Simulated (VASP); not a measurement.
# PbSe (Clausthalite) (Fm-3m) in VASP: a series of runs

Runs on PbSe (Clausthalite). Level: PBE. Tasks: relaxation of cell and atoms, relaxation of the atoms.

All numbers are computed with VASP 6.6.1; they aren't measurements. Logs are shortened: lines on timing, memory, paths and dates and some standing lists are left out, and cuts for length are marked.

**1. The crystal as given**

The structure is cubic, space group Fm-3m (No. 225). The conventional cell has a = 6.121 Å, b = 6.121 Å, c = 6.121 Å, α = 90.00°, β = 90.00°, γ = 90.00°. Around Pb (site symmetry m-3m) lie 6 Se at 3.06 Å. Around Se (site symmetry m-3m) lie 6 Pb at 3.06 Å.

**2. Relaxation of cell and atoms, PBE**

File INCAR:

```
SYSTEM = PbSe
ALGO = Normal
EDIFF = 1E-6
EDIFFG = -0.01
ENCUT = 600
GGA = PE
IBRION = 2
ISIF = 3
ISMEAR = 0
LASPH = .True.
LCHARG = .False.
LREAL = .False.
LWAVE = .False.
NELM = 80
NSW = 90
PREC = Accurate
SIGMA = 0.03
```

File KPOINTS:

```
k-points
0
Gamma
  8 8 8
  0 0 0
```

File POSCAR:

```
PbSe
1.0
    0.0000000000      3.0606500000      3.0606500000
    3.0606500000      0.0000000000      3.0606500000
    3.0606500000      3.0606500000      0.0000000000
Pb Se
1 1
Direct
    0.0000000000      0.0000000000      0.0000000000
    0.5000000000      0.5000000000      0.5000000000
```

Potentials or basis: VASP PAW PBE potentials, release 64 (Pb_d, Se).

Command:

```
$ cat potpaw_PBE.64/Pb_d/POTCAR potpaw_PBE.64/Se/POTCAR > POTCAR
$ mpirun -np 1 vasp_std > vasp.out
```

OUTCAR:

```text
SYSTEM = PbSe
   EDIFF = 1E-6
   EDIFFG = -0.01
   ENCUT = 600
   GGA = PE
   IBRION = 2
   ISIF = 3
   ISMEAR = 0
   LASPH = .True.
   LREAL = .False.
   NELM = 80
   NSW = 90
   PREC = Accurate

 ion  position               nearest neighbor table
   1  0.000  0.000  0.000-   2 3.06   2 3.06   2 3.06   2 3.06   2 3.06   2 3.06
   2  0.500  0.500  0.500-   1 3.06   1 3.06   1 3.06   1 3.06   1 3.06   1 3.06

  LATTYP: Found a face centered cubic cell.
 ALAT       =     6.1213000000

  Lattice vectors:

 A1 = (   0.0000000000,   3.0606500000,   3.0606500000)
 A2 = (   3.0606500000,   0.0000000000,   3.0606500000)
 A3 = (   3.0606500000,   3.0606500000,   0.0000000000)

Analysis of symmetry for initial positions (statically):
=====================================================================
 Subroutine PRICEL returns:
 Original cell was already a primitive cell.

 Routine SETGRP: Setting up the symmetry group for a
 face centered cubic supercell.

 Subroutine GETGRP returns: Found 48 space group operations
 (whereof 48 operations were pure point group operations)
 out of a pool of 48 trial point group operations.

The static configuration has the point symmetry O_h .

Analysis of symmetry for dynamics (positions and initial velocities):
=====================================================================
 Subroutine PRICEL returns:
 Original cell was already a primitive cell.

 Routine SETGRP: Setting up the symmetry group for a
 face centered cubic supercell.

 Subroutine GETGRP returns: Found 48 space group operations
 (whereof 48 operations were pure point group operations)
 out of a pool of 48 trial point group operations.

The dynamic configuration has the point symmetry O_h .

 Subroutine INISYM returns: Found 48 space group operations
 (whereof 48 operations are pure point group operations),
 and found     1 'primitive' translations

----------------------------------------------------------------------------------------

                                     Primitive cell

  volume of cell :      57.3418

  direct lattice vectors                    reciprocal lattice vectors
     0.000000000  3.060650000  3.060650000    -0.163363991  0.163363991  0.163363991
     3.060650000  0.000000000  3.060650000     0.163363991 -0.163363991  0.163363991
     3.060650000  3.060650000  0.000000000     0.163363991  0.163363991 -0.163363991

  length of vectors
     4.328412740  4.328412740  4.328412740     0.282954733  0.282954733  0.282954733

  position of ions in fractional coordinates (direct lattice)
     0.000000000  0.000000000  0.000000000
     0.500000000  0.500000000  0.500000000

  ion indices of the primitive-cell ions
   primitive index   ion index
                 1           1
                 2           2

----------------------------------------------------------------------------------------

 KPOINTS: k-points

Automatic generation of k-mesh.
 Grid dimensions read from file:
 generate k-points for:    8    8    8

 Generating k-lattice:

  Cartesian coordinates                     Fractional coordinates (reciprocal lattice)
    -0.020420499  0.020420499  0.020420499     0.125000000  0.000000000  0.000000000
     0.020420499 -0.020420499  0.020420499     0.000000000  0.125000000  0.000000000
     0.020420499  0.020420499 -0.020420499     0.000000000  0.000000000  0.125000000

  Length of vectors
     0.035369342  0.035369342  0.035369342

  Shift w.r.t. Gamma in fractional coordinates (k-lattice)
     0.000000000  0.000000000  0.000000000

 Subroutine IBZKPT returns following result:
 ===========================================

 Found     29 irreducible k-points:

 Following reciprocal coordinates:
            Coordinates               Weight
  0.000000  0.000000  0.000000      1.000000
  0.125000  0.000000  0.000000      8.000000
  0.250000  0.000000  0.000000      8.000000
  0.375000  0.000000  0.000000      8.000000
  0.500000  0.000000  0.000000      4.000000
  0.125000  0.125000  0.000000      6.000000
[... 16 lines left out ...]
  0.500000  0.250000  0.125000     48.000000
 -0.375000  0.250000  0.125000     24.000000
 [... further k-points ...]
   k-points           NKPTS =     29   k-points in BZ     NKDIM =     29   number of bands    NBANDS=     14
   number of dos      NEDOS =    301   number of ions     NIONS =      2
   total plane-waves  NPLWV =  46656
   dimension x,y,z NGX =    36 NGY =   36 NGZ =   36
   dimension x,y,z NGXF=    72 NGYF=   72 NGZF=   72
   ions per type =               1   1
   NGX,Y,Z   is equivalent  to a cutoff of  13.83, 13.83, 13.83 a.u.
   NGXF,Y,Z  is equivalent  to a cutoff of  27.65, 27.65, 27.65 a.u.
 SYSTEM =  PbSe
   PREC   = accura    normal or accurate (medium, high low for compatibility)
   ISTART =      0    job   : 0-new  1-cont  2-samecut
   ICHARG =      2    charge: 1-file 2-atom 10-const
   ISPIN  =      1    spin polarized calculation?
   LNONCOLLINEAR =      F non collinear calculations
   LSORBIT =      F    spin-orbit coupling
   LASPH  =      T    aspherical Exc in radial PAW
   ENCUT  =  600.0 eV  44.10 Ry    6.64 a.u.   8.64  8.64  8.64*2*pi/ulx,y,z
   NELM   =     80;   NELMIN=  2; NELMDL= -5     # of ELM steps
   EDIFF  = 0.1E-05   stopping-criterion for ELM
   LREAL  =      F    real-space projection
   EDIFFG = -.1E-01   stopping-criterion for IOM
   NSW    =     90    number of steps for IOM
   IBRION =      2    ionic relax: 0-MD 1-quasi-New 2-CG
   NFREE  =      1    steps in history (QN), initial steepest desc. (CG)
   ISIF   =      3    stress and relaxation
   ISYM   =      2    0-nonsym 1-usesym 2-fastsym
   POTIM  = 0.5000    time-step for ionic-motion
   TEBEG  =    0.0;   TEEND  =   0.0 temperature during run
   PSTRESS=    0.0 pullay stress
   NELECT =      20.0000    total number of electrons
   NUPDOWN=      -1.0000    fix difference up-down
   EMIN   =  10.00;   EMAX   =-10.00  energy-range for DOS
   EFERMI =   0.00;   METHOD = LEGACY
   ISMEAR =     0;   SIGMA  =   0.03  broadening in eV -4-tet -1-fermi 0-gaus
   EFERMI_NEDOS =   21; number of points for ismear=-14 and -15
   IALGO  =     38    algorithm
   IMIX   =      4    mixing-type and parameters
     AMIX     =   0.40;   BMIX     =  1.00
     AMIX_MAG =   1.60;   BMIX_MAG =  1.00
  volume/ion in A,a.u.               =      28.67       193.48
  Fermi-wavevector in a.u.,A,eV,Ry     =   1.152377  2.177676 18.068159  1.327972
  Thomas-Fermi vector in A             =   2.289028
   LORBIT       =      0    0 simple, 1 ext, 2 COOP (PROOUT), +10 PAW based schemes
   GGA     = PE    functional components
   LHFCALC =     F    Hartree Fock is set to
   AEXX    =    0.0000 exact exchange contribution
   IVDW    =     0    specifies the selected vdW correction
   LEPSILON=     F    determine dielectric tensor
   LRPA    =     F    only Hartree local field effects (RPA)
 conjugate gradient relaxation of ions
 non-spin polarized calculation
 Gauss-broadening in eV      SIGMA  =   0.03
  energy-cutoff  :      600.00
  volume of cell :       57.34
 maximum number of plane-waves:      1930
   NGX = 17   NGY = 17   NGZ = 17

--------------------------------------- Ionic step        1  -------------------------------------------

 number of electron      20.0000001 magnetization

 Free energy of the ion-electron system (eV)
  ---------------------------------------------------
  ext. energy  EPLUGINS =         0.00000000
  ---------------------------------------------------
  free energy    TOTEN  =        -8.17838892 eV

  energy without entropy =       -8.17838892  energy(sigma->0) =       -8.17838892

 E-fermi :   5.2220     XC(G=0):  -9.5302

 val. band max:        5.0695745385   @ k =   0.5000   0.0000   0.0000
 cond. band min:       5.3610721696   @ k =   0.5000   0.0000   0.0000
 fundamental gap:      0.2914976311
 Fermi energy:         5.2220456283

 k-point     1 :       0.0000    0.0000    0.0000
  band No.  band energies     occupation
      1     -11.7679      2.00000
      2     -11.7679      2.00000
      3     -11.7679      2.00000
      4     -11.7638      2.00000
      5     -11.7638      2.00000
      6      -8.5253      2.00000
      7      -1.2353      2.00000
      8       3.1903      2.00000
      9       3.1903      2.00000
     10       3.1903      2.00000
     11       9.7806      0.00000
     12       9.7806      0.00000
     13       9.7806      0.00000
     14      11.5848      0.00000

 k-point     2 :       0.1250    0.0000    0.0000
  band No.  band energies     occupation
      1     -11.7685      2.00000
      2     -11.7685      2.00000
      3     -11.7673      2.00000
      4     -11.7620      2.00000
      5     -11.7620      2.00000
      6      -8.4070      2.00000
      7      -1.6299      2.00000
      8       3.2313      2.00000
      9       3.2313      2.00000
     10       3.4669      2.00000
[... 436 lines left out ...]
 POSITION                                       TOTAL-FORCE (eV/Angst)
 -----------------------------------------------------------------------------------
      6.25001      6.25001      6.25001         0.000000      0.000000     -0.000000
      3.12501      3.12501      3.12501        -0.000000     -0.000000      0.000000
 -----------------------------------------------------------------------------------
    total drift:                                0.000000      0.000000      0.000000

  FREE ENERGIE OF THE ION-ELECTRON SYSTEM (eV)
  ---------------------------------------------------
  free  energy   TOTEN  =        -8.1963957793 eV

  energy  without entropy=       -8.1963957793  energy(sigma->0) =       -8.19639578

--------------------------------------- Ionic step        3  -------------------------------------------

 number of electron      20.0000002 magnetization

 Free energy of the ion-electron system (eV)
  ---------------------------------------------------
  ext. energy  EPLUGINS =         0.00000000
  ---------------------------------------------------
  free energy    TOTEN  =        -8.19849488 eV

  energy without entropy =       -8.19849488  energy(sigma->0) =       -8.19849488

 E-fermi :   4.6063     XC(G=0):  -9.3153

 val. band max:        4.4680333313   @ k =   0.5000   0.0000   0.0000
 cond. band min:       4.9059582709   @ k =   0.5000   0.0000   0.0000
 fundamental gap:      0.4379249396
 Fermi energy:         4.6063285712

 k-point     1 :       0.0000    0.0000    0.0000
  band No.  band energies     occupation
      1     -12.2662      2.00000
      2     -12.2662      2.00000
      3     -12.2662      2.00000
      4     -12.2600      2.00000
      5     -12.2600      2.00000
      6      -8.7064      2.00000
      7      -1.8750      2.00000
      8       2.8324      2.00000
      9       2.8324      2.00000
     10       2.8324      2.00000
     11       9.1080      0.00000
     12       9.1080      0.00000
     13       9.1080      0.00000
     14      11.1176      0.00000

 k-point     2 :       0.1250    0.0000    0.0000
  band No.  band energies     occupation
      1     -12.2656      2.00000
      2     -12.2653      2.00000
      3     -12.2653      2.00000
      4     -12.2598      2.00000
      5     -12.2598      2.00000
      6      -8.5979      2.00000
      7      -2.2073      2.00000
      8       2.8702      2.00000
      9       2.8702      2.00000
     10       3.0584      2.00000
[... 400 lines left out ...]
 POSITION                                       TOTAL-FORCE (eV/Angst)
 -----------------------------------------------------------------------------------
      0.00000      0.00000      0.00000         0.000000      0.000000     -0.000000
      3.10883      3.10883      3.10883         0.000000      0.000000      0.000000
 -----------------------------------------------------------------------------------
    total drift:                                0.000000      0.000000      0.000000

  FREE ENERGIE OF THE ION-ELECTRON SYSTEM (eV)
  ---------------------------------------------------
  free  energy   TOTEN  =        -8.1984948779 eV

  energy  without entropy=       -8.1984948779  energy(sigma->0) =       -8.19849488

 reached required accuracy - stopping structural energy minimisation
```

Wall time 27 s (1 thread of Intel Xeon 6975P-C (Granite Rapids), shared host); peak memory 0.23 GiB.

What came out:

| Item | Value |
| --- | --- |
| Free energy | -8.1985 eV |
| Relaxed volume | 30.05 Å³/atom |
| Relaxed cell | a = 4.397 Å, b = 4.397 Å, c = 4.397 Å, α = 60.00°, β = 60.00°, γ = 60.00° |
| Space group after relaxing (to 0.05 Å) | Fm-3m (No. 225) |
| Energy gained by relaxing | 10.1 meV/atom |
| Ionic steps | 3 |
| Pressure after relaxing | 0.0 GPa |
| Band gap on the k mesh | 0.44 eV, direct |

Step by step:
| step | energy change (eV) | largest force (eV/Å) | pressure (GPa) | volume (Å³) |
| --- | --- | --- | --- | --- |
| 1 | 0.0000 | 0.0000 | 2.44 | 57.34 |
| 2 | -0.0180 | 0.0000 | -0.70 | 61.04 |
| 3 | -0.0201 | 0.0000 | 0.02 | 60.09 |

Final structure:
```cif
data_structure
_symmetry_space_group_name_H-M 'P 1'
_symmetry_Int_Tables_number 1
_cell_length_a 4.3966
_cell_length_b 4.3966
_cell_length_c 4.3966
_cell_angle_alpha 60.000
_cell_angle_beta 60.000
_cell_angle_gamma 60.000
_cell_volume 60.09
loop_
_atom_site_label
_atom_site_type_symbol
_atom_site_fract_x
_atom_site_fract_y
_atom_site_fract_z
_atom_site_occupancy
Pb1 Pb 0.00000 0.00000 0.00000 1
Se1 Se 0.50000 0.50000 0.50000 1
```

Levels at points of the mesh, in eV from the valence-band top:
```csv
k point,band 6,band 7,band 8,band 9,band 10,band 11,band 12,band 13,band 14
"(0.00, 0.00, 0.00)",-13.17,-6.34,-1.64,-1.64,-1.64,4.64,4.64,4.64,6.65
"(0.50, 0.00, 0.00)",-12.22,-8.52,-1.26,-1.26,0.00,0.44,1.83,1.83,8.53
"(0.50, 0.50, 0.00)",-11.91,-7.28,-4.57,-2.91,-2.91,3.92,5.47,5.47,5.88
```

Caveat: spin-orbit coupling is left out, which as a rule narrows the gap of such compounds by several tenths of an eV. Zero-point motion and thermal expansion aren't in these numbers.

**3. Relaxation of cell and atoms, PBE**

This run uses another cell than the first one, of 30.05 Å³/atom, 1.048 times its volume.

INCAR, as its differences from that of step 2:

```diff
@@ -2,4 +2,4 @@
 ALGO = Normal
-EDIFF = 1E-6
-EDIFFG = -0.01
+EDIFF = 1E-7
+EDIFFG = -0.005
 ENCUT = 600
```

KPOINTS is that of step 2.

File POSCAR:

```
PbSe                                    
1.0
   -0.0000000000      3.1088316880      3.1088316880
    3.1088316880      0.0000000000      3.1088316880
    3.1088316880      3.1088316880      0.0000000000
  Pb              Se            
     1     1
Direct
     0.0000000000000000    0.0000000000000000    0.0000000000000000
     0.5000000000000000    0.5000000000000000    0.5000000000000000
```

Potentials or basis: VASP PAW PBE potentials, release 64 (Pb_d, Se).

Command:

```
$ cat potpaw_PBE.64/Pb_d/POTCAR potpaw_PBE.64/Se/POTCAR > POTCAR
$ mpirun -np 1 vasp_std > vasp.out
```

Run time: 12 s. Hardware: 1 thread of Intel Xeon 6975P-C (Granite Rapids), shared host; peak memory 0.21 GiB.

Results (log left out):

- Free energy: -8.1988 eV
- Pressure after relaxing: 0.0 GPa
- Band gap on the k mesh: 0.44 eV, direct

Final structure:
```
CELL_PARAMETERS angstrom
0.00000 3.10883 3.10883
3.10883 0.00000 3.10883
3.10883 3.10883 0.00000
ATOMIC_POSITIONS crystal
Pb 0.00000 0.00000 0.00000
Se 0.50000 0.50000 0.50000
```

Levels at points of the mesh, in eV from the valence-band top:
```csv
k point,band 7,band 8,band 9,band 10,band 11,band 12,band 13,band 14
"(0.00, 0.00, 0.00)",-6.34,-1.64,-1.64,-1.64,4.64,4.64,4.64,6.65
"(0.50, 0.00, 0.00)",-8.52,-1.26,-1.26,0.00,0.44,1.83,1.83,8.53
"(0.50, 0.50, 0.00)",-7.28,-4.57,-2.91,-2.91,3.92,5.47,5.47,5.88
```

Caveat: the relaxation stopped at its first step, so nothing moved; spin-orbit coupling is left out, which as a rule narrows the gap of such compounds by several tenths of an eV. A k mesh can miss the band edges.

**4. Relaxation of the atoms, PBE (a relaxed cell with its volume scaled by 0.94)**

File INCAR:

```
SYSTEM = PbSe
ALGO = Fast
EDIFF = 1E-7
EDIFFG = -0.01
ENCUT = 600
GGA = PE
IBRION = 2
ISIF = 2
ISMEAR = 0
LASPH = .True.
LCHARG = .False.
LREAL = .False.
LWAVE = .False.
NELM = 80
NSW = 40
PREC = Accurate
SIGMA = 0.03
```

KPOINTS is that of step 3.

File POSCAR:

```
PbSe                                    
1.0
    0.0000000000      3.0453683359      3.0453683359
    3.0453683359      0.0000000000      3.0453683359
    3.0453683359      3.0453683359      0.0000000000
  Pb              Se            
     1     1
Direct
     0.0000000000000000    0.0000000000000000    0.0000000000000000
     0.5000000000000000    0.5000000000000000    0.5000000000000000
```

Command:

```
$ cat potpaw_PBE.64/Pb_d/POTCAR potpaw_PBE.64/Se/POTCAR > POTCAR
$ mpirun -np 1 vasp_std > vasp.out
```

Run time: 14 s. Hardware: 1 thread of Intel Xeon 6975P-C (Granite Rapids), shared host; peak memory 0.21 GiB.

Results (log left out):

```
Free energy             : -8.1629 eV
Pressure after relaxing : 3.3 GPa
Band gap on the k mesh  : 0.24 eV, direct
```

Final structure:
```xyz
2
Lattice="0.0000 3.0454 3.0454 3.0454 0.0000 3.0454 3.0454 3.0454 0.0000" Properties=species:S:1:pos:R:3 pbc="T T T"
Pb    0.0000    0.0000    0.0000
Se    3.0454    3.0454    3.0454
```

Levels at points of the mesh, in eV from the valence-band top:
| k point | band 7 | band 8 | band 9 | band 10 | band 11 | band 12 | band 13 | band 14 |
| --- | --- | --- | --- | --- | --- | --- | --- | --- |
| (0.00, 0.00, 0.00) | -6.29 | -1.96 | -1.96 | -1.96 | 4.73 | 4.73 | 4.73 | 6.47 |
| (0.50, 0.00, 0.00) | -8.91 | -1.54 | -1.54 | 0.00 | 0.24 | 1.65 | 1.65 | 8.55 |
| (0.50, 0.50, 0.00) | -7.42 | -5.13 | -3.35 | -3.35 | 3.61 | 5.65 | 5.65 | 6.10 |

Caveat: the relaxation stopped at its first step, so nothing moved; spin-orbit coupling is left out, which as a rule narrows the gap of such compounds by several tenths of an eV. A k mesh can miss the band edges.

(Continued in part 2 of 2.)
